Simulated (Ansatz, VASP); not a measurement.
**Al in VASP and in Ansatz**

```
Al
1.0
     0.00000    2.99740    2.99740
     2.99740    0.00000    2.99740
     2.99740    2.99740    0.00000
Al
2
Direct
  0.12500 0.12500 0.12500
  0.87500 0.87500 0.87500
```

Alike in both runs: functional PBEsol; k mesh 10 × 10 × 10; occupations fermi-dirac, width 0.1 eV; no spin polarisation.

Ansatz relaxed the structure, and its values are those at the end. VASP's run is a single point on that final structure, the one shown.

|  | VASP | Ansatz |
| --- | --- | --- |
| version | VASP 6.6.1 | Ansatz 0.2.0 |
| potentials or method | VASP PAW PBE potentials, release 64 (Al) | plane waves (420 eV) with PAW, scalar-relativistic |
| plane-wave cutoff (eV) | 520 | 420 |
| valence electrons in the cell | 6 | 6 |

```tsv
	VASP	Ansatz	Ansatz less VASP
pressure (GPa)	0.1	0.0	-0.06
```

With one functional, cell and mesh, what is left measures potentials, basis and numerics. Ansatz warned: «pseudo_functional_mismatch».

Caveats: the PAW data sets were made with another functional, which shifts forces and pressure a little (VASP).
